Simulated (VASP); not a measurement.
# NiO (F-43m) in VASP: a series of runs

The runs below take NiO through relaxation of cell and atoms, with r2SCAN, TPSS.

Program: VASP 6.6.1. These are calculated values, not measurements. Logs are shortened: lines on timing, memory, paths and dates and some standing lists are left out, and cuts for length are marked.

## (1) The structure

The structure is cubic, space group F-43m (No. 216). The conventional cell has a = 4.124 Å, b = 4.124 Å, c = 4.124 Å, α = 90.00°, β = 90.00°, γ = 90.00°. Ni (site symmetry -43m) has 4 O at 1.79 Å as nearest neighbours. O (site symmetry -43m) is surrounded by 4 Ni at 1.79 Å.

The cell was built by a generator and needn't be a form met in nature.

## (2) Relaxation of cell and atoms, r2SCAN, collinear spin, ferromagnetic start

Input file INCAR:

```
ALGO     = Normal         # electronic algorithm
EDIFF    = 1E-7           # SCF threshold, eV
EDIFFG   = -0.02          # ionic threshold
ENCUT    = 600            # plane-wave cutoff, eV
IBRION   = 2              # ionic algorithm
ISIF     = 3              # what is computed and relaxed
ISMEAR   = 0              # smearing method
ISPIN    = 2              # spin polarisation
LASPH    = T              # aspherical terms in the spheres
LCHARG   = F              # write CHGCAR
LMAXMIX  = 4              # l up to which the mixer works
LMIXTAU  = T            
LORBIT   = 11             # projections on sites
LREAL    = F              # projectors in reciprocal space
LWAVE    = F              # write WAVECAR
MAGMOM   = 1 0            # initial moments
METAGGA  = R2SCAN         # meta-GGA
NELM     = 150            # most SCF steps
NSW      = 60             # ionic steps
PREC     = Accurate       # precision mode
SIGMA    = 0.05           # smearing width, eV
```

Input file KPOINTS:

```
k-points
0
Gamma
  11 11 11
```

Input file POSCAR:

```
NiO
1.0
    0.0000000000      2.0621708800      2.0621708800
    2.0621708800      0.0000000000      2.0621708800
    2.0621708800      2.0621708800      0.0000000000
Ni O
1 1
Direct
    0.0000000000      0.0000000000      0.0000000000
    0.7500000000      0.7500000000      0.7500000000
```

Potentials or basis: VASP PAW PBE potentials, release 64 (Ni, O).

Command:

```sh
cat potpaw_PBE.64/Ni/POTCAR potpaw_PBE.64/O/POTCAR > POTCAR
mpirun -np 1 vasp_std > vasp.out
```

OUTCAR:

```text
EDIFF = 1E-7
   EDIFFG = -0.02
   ENCUT = 600
   IBRION = 2
   ISIF = 3
   ISMEAR = 0
   ISPIN = 2
   LASPH = T
   LORBIT = 11
   LREAL = F
   METAGGA = R2SCAN
   NELM = 150
   NSW = 60
   PREC = Accurate

 ion  position               nearest neighbor table
   1  0.000  0.000  0.000-   2 1.79   2 1.79   2 1.79   2 1.79
   2  0.750  0.750  0.750-   1 1.79   1 1.79   1 1.79   1 1.79

  LATTYP: Found a face centered cubic cell.
 ALAT       =     4.1243417600

  Lattice vectors:

 A1 = (   0.0000000000,   2.0621708800,   2.0621708800)
 A2 = (   2.0621708800,   0.0000000000,   2.0621708800)
 A3 = (   2.0621708800,   2.0621708800,   0.0000000000)

Analysis of symmetry for initial positions (statically):
=====================================================================
 Subroutine PRICEL returns:
 Original cell was already a primitive cell.

 Routine SETGRP: Setting up the symmetry group for a
 face centered cubic supercell.

 Subroutine GETGRP returns: Found 24 space group operations
 (whereof 24 operations were pure point group operations)
 out of a pool of 48 trial point group operations.

The static configuration has the point symmetry T_d .

Analysis of symmetry for dynamics (positions and initial velocities):
=====================================================================
 Subroutine PRICEL returns:
 Original cell was already a primitive cell.

 Routine SETGRP: Setting up the symmetry group for a
 face centered cubic supercell.

 Subroutine GETGRP returns: Found 24 space group operations
 (whereof 24 operations were pure point group operations)
 out of a pool of 48 trial point group operations.

The dynamic configuration has the point symmetry T_d .

Analysis of structural, dynamic, and magnetic symmetry:
=====================================================================
 Subroutine PRICEL returns:
 Original cell was already a primitive cell.

 Routine SETGRP: Setting up the symmetry group for a
 face centered cubic supercell.

 Subroutine GETGRP returns: Found 24 space group operations
 (whereof 24 operations were pure point group operations)
 out of a pool of 48 trial point group operations.

The overall configuration has the point symmetry T_d .

 Subroutine INISYM returns: Found 24 space group operations
 (whereof 24 operations are pure point group operations),
 and found     1 'primitive' translations

----------------------------------------------------------------------------------------

                                     Primitive cell

  volume of cell :      17.5390

  direct lattice vectors                    reciprocal lattice vectors
     0.000000000  2.062170880  2.062170880    -0.242462933  0.242462933  0.242462933
     2.062170880  0.000000000  2.062170880     0.242462933 -0.242462933  0.242462933
     2.062170880  2.062170880  0.000000000     0.242462933  0.242462933 -0.242462933

  length of vectors
     2.916350026  2.916350026  2.916350026     0.419958119  0.419958119  0.419958119

  position of ions in fractional coordinates (direct lattice)
     0.000000000  0.000000000  0.000000000
     0.750000000  0.750000000  0.750000000

  ion indices of the primitive-cell ions
   primitive index   ion index
                 1           1
                 2           2

----------------------------------------------------------------------------------------

 KPOINTS: k-points

Automatic generation of k-mesh.
 Grid dimensions read from file:
 generate k-points for:   11   11   11

 Generating k-lattice:

  Cartesian coordinates                     Fractional coordinates (reciprocal lattice)
    -0.022042085  0.022042085  0.022042085     0.090909091  0.000000000  0.000000000
     0.022042085 -0.022042085  0.022042085     0.000000000  0.090909091  0.000000000
     0.022042085  0.022042085 -0.022042085     0.000000000  0.000000000  0.090909091

  Length of vectors
     0.038178011  0.038178011  0.038178011

  Shift w.r.t. Gamma in fractional coordinates (k-lattice)
     0.000000000  0.000000000  0.000000000

 Subroutine IBZKPT returns following result:
 ===========================================

 Found     56 irreducible k-points:

 Following reciprocal coordinates:
            Coordinates               Weight
  0.000000  0.000000  0.000000      1.000000
  0.090909  0.000000  0.000000      8.000000
  0.181818  0.000000  0.000000      8.000000
  0.272727  0.000000  0.000000      8.000000
  0.363636  0.000000  0.000000      8.000000
  0.454545  0.000000  0.000000      8.000000
[... 16 lines left out ...]
 -0.272727  0.181818  0.000000     24.000000
 -0.181818  0.181818  0.000000     12.000000
 [... further k-points ...]
   k-points           NKPTS =     56   k-points in BZ     NKDIM =     56   number of bands    NBANDS=     13
   number of dos      NEDOS =    301   number of ions     NIONS =      2
   total plane-waves  NPLWV =  13824
   dimension x,y,z NGX =    24 NGY =   24 NGZ =   24
   dimension x,y,z NGXF=    48 NGYF=   48 NGZF=   48
   ions per type =               1   1
   NGX,Y,Z   is equivalent  to a cutoff of  13.68, 13.68, 13.68 a.u.
   NGXF,Y,Z  is equivalent  to a cutoff of  27.36, 27.36, 27.36 a.u.
 SYSTEM =  unknown system
   PREC   = accura    normal or accurate (medium, high low for compatibility)
   ISTART =      0    job   : 0-new  1-cont  2-samecut
   ICHARG =      2    charge: 1-file 2-atom 10-const
   ISPIN  =      2    spin polarized calculation?
   LNONCOLLINEAR =      F non collinear calculations
   LSORBIT =      F    spin-orbit coupling
   LASPH  =      T    aspherical Exc in radial PAW
   ENCUT  =  600.0 eV  44.10 Ry    6.64 a.u.   5.82  5.82  5.82*2*pi/ulx,y,z
   NELM   =    150;   NELMIN=  2; NELMDL= -5     # of ELM steps
   EDIFF  = 0.1E-06   stopping-criterion for ELM
   LREAL  =      F    real-space projection
   EDIFFG = -.2E-01   stopping-criterion for IOM
   NSW    =     60    number of steps for IOM
   IBRION =      2    ionic relax: 0-MD 1-quasi-New 2-CG
   NFREE  =      1    steps in history (QN), initial steepest desc. (CG)
   ISIF   =      3    stress and relaxation
   ISYM   =      2    0-nonsym 1-usesym 2-fastsym
   POTIM  = 0.5000    time-step for ionic-motion
   TEBEG  =    0.0;   TEEND  =   0.0 temperature during run
   PSTRESS=    0.0 pullay stress
   NELECT =      16.0000    total number of electrons
   NUPDOWN=      -1.0000    fix difference up-down
   EMIN   =  10.00;   EMAX   =-10.00  energy-range for DOS
   EFERMI =   0.00;   METHOD = LEGACY
   ISMEAR =     0;   SIGMA  =   0.05  broadening in eV -4-tet -1-fermi 0-gaus
   EFERMI_NEDOS =   21; number of points for ismear=-14 and -15
   IALGO  =     38    algorithm
   IMIX   =      4    mixing-type and parameters
     AMIX     =   0.40;   BMIX     =  1.00
     AMIX_MAG =   1.60;   BMIX_MAG =  1.00
  volume/ion in A,a.u.               =       8.77        59.18
  Fermi-wavevector in a.u.,A,eV,Ry     =   1.587743  3.000399 34.299301  2.520927
  Thomas-Fermi vector in A             =   2.686853
   LORBIT       =     11    0 simple, 1 ext, 2 COOP (PROOUT), +10 PAW based schemes
   METAGGA = R2SCAN    functional components
   LHFCALC =     F    Hartree Fock is set to
   AEXX    =    0.0000 exact exchange contribution
   IVDW    =     0    specifies the selected vdW correction
   LEPSILON=     F    determine dielectric tensor
   LRPA    =     F    only Hartree local field effects (RPA)
 conjugate gradient relaxation of ions
 spin polarized calculation
 Gauss-broadening in eV      SIGMA  =   0.05
  energy-cutoff  :      600.00
  volume of cell :       17.54
 maximum number of plane-waves:       596
   NGX = 11   NGY = 11   NGZ = 11

--------------------------------------- Ionic step        1  -------------------------------------------

 number of electron      15.9999989 magnetization       1.9993023

 Free energy of the ion-electron system (eV)
  ---------------------------------------------------
  ext. energy  EPLUGINS =         0.00000000
  ---------------------------------------------------
  free energy    TOTEN  =       -18.91310208 eV

  energy without entropy =      -18.91166914  energy(sigma->0) =      -18.91238561

------------------------ aborting loop because EDIFF is reached ----------------------------------------

  FORCE on cell =-STRESS in cart. coord.  units (eV):
  Direction    XX          YY          ZZ          XY          YZ          ZX
  --------------------------------------------------------------------------------------
  -------------------------------------------------------------------------------------
  Total        6.8976479      6.8976479      6.8976479     -0.0000000     -0.0000000      0.0000000
  in kB      630.0973582    630.0973582    630.0973582     -0.0000000     -0.0000000      0.0000000
  external PRESSURE =     630.0973582 kB  Pullay stress =       0.0000000 kB
[... 23 lines left out ...]
--------------------------------------- Ionic step        2  -------------------------------------------

 number of electron      15.9999990 magnetization       2.0002374

 number of electron      15.9999994 magnetization      -2.0003909

 E-fermi :   3.4891     XC(G=0): -10.7113

 val. band max:        3.4865595172   @ k =  -0.4545   0.4545   0.0000
 cond. band min:       3.4905289103   @ k =  -0.4545   0.4545   0.0909
 fundamental gap:      0.0039693931
 Fermi energy:         3.4890704766

 spin component 1

 k-point     1 :       0.0000    0.0000    0.0000
  band No.  band energies     occupation
      1     -15.7630      1.00000
      2      -0.6185      1.00000
      3      -0.6182      1.00000
      4      -0.6182      1.00000
      5       1.6257      1.00000
      6       1.6261      1.00000
      7       3.8703      0.00000
      8       4.9204      0.00000
      9       4.9209      0.00000
     10       4.9209      0.00000
     11      16.8498      0.00000
     12      16.8501      0.00000
     13      16.8501      0.00000
[... 821 lines left out ...]
  FREE ENERGIE OF THE ION-ELECTRON SYSTEM (eV)
  ---------------------------------------------------
  free  energy   TOTEN  =       -19.6056602161 eV

  energy  without entropy=      -19.6038002121  energy(sigma->0) =      -19.60473021

[... ionic steps 4 to 13 ...]

--------------------------------------- Ionic step       14  -------------------------------------------

 number of electron      16.0000010 magnetization      -2.0000003

------------------------ aborting loop because EDIFF is reached ----------------------------------------

  FORCE on cell =-STRESS in cart. coord.  units (eV):
  Direction    XX          YY          ZZ          XY          YZ          ZX
  --------------------------------------------------------------------------------------
  -------------------------------------------------------------------------------------
  Total        0.0450904      0.0450904      0.0450904     -0.0000000      0.0000000     -0.0000000
  in kB        3.3094725      3.3094725      3.3094725     -0.0000000      0.0000000     -0.0000000
  external PRESSURE =       3.3094725 kB  Pullay stress =       0.0000000 kB
[... 57 lines left out ...]
  energy  without entropy=      -19.6045219984  energy(sigma->0) =      -19.60543213

--------------------------------------- Ionic step       16  -------------------------------------------

 number of electron      16.0000010 magnetization      -2.0000003

 Free energy of the ion-electron system (eV)
  ---------------------------------------------------
  ext. energy  EPLUGINS =         0.00000000
  ---------------------------------------------------
  free energy    TOTEN  =       -19.60634851 eV

  energy without entropy =      -19.60452772  energy(sigma->0) =      -19.60543812

 E-fermi :   6.1737     XC(G=0): -12.1076

 val. band max:        6.1720255980   @ k =   0.3636   0.1818   0.0000
 cond. band min:       6.1923390163   @ k =  -0.4545   0.3636   0.0909
 fundamental gap:      0.0203134183
 Fermi energy:         6.1736774039

 spin component 1

 k-point     1 :       0.0000    0.0000    0.0000
  band No.  band energies     occupation
      1     -14.8232      1.00000
      2       0.5816      1.00000
      3       0.5817      1.00000
      4       0.5817      1.00000
      5       4.0484      1.00000
      6       4.0488      1.00000
      7       6.9146      0.00000
      8       8.0954      0.00000
      9       8.0954      0.00000
     10       8.0954      0.00000
     11      21.2456      0.00000
     12      21.2456      0.00000
     13      21.2457      0.00000
[... 785 lines left out ...]
  FREE ENERGIE OF THE ION-ELECTRON SYSTEM (eV)
  ---------------------------------------------------
  free  energy   TOTEN  =       -19.6063485104 eV

  energy  without entropy=      -19.6045277231  energy(sigma->0) =      -19.60543812

 reached required accuracy - stopping structural energy minimisation

 total charge

# of ion       s       p       d       tot
------------------------------------------
    1        0.396   0.521   8.231   9.148
    2        1.558   3.473   0.000   5.031
--------------------------------------------------
tot          1.954   3.994   8.231  14.179

 magnetization (x)

# of ion       s       p       d       tot
------------------------------------------
    1        0.002  -0.034  -1.571  -1.603
    2       -0.020  -0.348   0.000  -0.368
--------------------------------------------------
tot         -0.018  -0.383  -1.571  -1.971
```

It took 7.8 min on 1 thread of Intel Xeon Platinum 8488C (Sapphire Rapids), shared host; peak memory 0.18 GiB.

Results:

```
Free energy                                           : -19.6063 eV
Relaxed volume                                        : 10.92 Å³/atom
Relaxed cell                                          : a = 3.137 Å, b = 3.137 Å, c = 3.137 Å, α = 60.00°, β = 60.00°, γ = 60.00°
Space group after relaxing (to 0.05 Å)                : F-43m (No. 216)
Energy gained by relaxing                             : 346.6 meV/atom
Ionic steps                                           : 16
Pressure after relaxing                               : 0.3 GPa
Band gap on the k mesh                                : none (metal or under the smearing width)
Net moment                                            : -2.00 μB per cell
Site moments                                          : Ni -1.60; O -0.37 μB
Valence electrons inside the program's atomic spheres : Ni 9.15; O 5.03
```

The path:
```tsv
step	energy change (eV)	largest force (eV/Å)	pressure (GPa)	volume (Å³)
1	0.0000	0.0000	63.01	17.54
2	-0.1208	0.0000	-25.08	27.83
3	-0.6926	0.0000	-1.35	22.05
4	-0.6932	0.0000	-0.35	21.92
5	-0.6932	0.0000	0.39	21.83
6	-0.6932	0.0000	0.37	21.83
7	-0.6932	0.0000	0.34	21.83
8	-0.6932	0.0000	0.35	21.83
9	-0.6932	0.0000	0.35	21.83
10	-0.6932	0.0000	0.34	21.83
11	-0.6932	0.0000	0.34	21.83
12	-0.6932	0.0000	0.33	21.83
13	-0.6932	0.0000	0.32	21.83
14	-0.6932	0.0000	0.33	21.83
15	-0.6932	0.0000	0.31	21.83
16	-0.6932	0.0000	0.28	21.83
```

Final structure:
```
CELL_PARAMETERS angstrom
0.00000 2.21836 2.21836
2.21836 0.00000 2.21836
2.21836 2.21836 0.00000
ATOMIC_POSITIONS crystal
Ni 0.00000 0.00000 0.00000
O 0.75000 0.75000 0.75000
```

Caveat: the volume moved by over 15 % at a fixed basis, so the end points are rough; the PAW data sets were made with another functional, which shifts forces and pressure a little; a cell with one magnetic atom can't hold antiferromagnetic order, which such compounds often take; semilocal functionals often make such compounds metallic where correlation or magnetic order opens a gap, which also shifts bond lengths. With open d or f shells a metallic result of r2SCAN can be an artefact of self-interaction; +U or a hybrid may open a gap.

(Continued in part 2 of 2.)
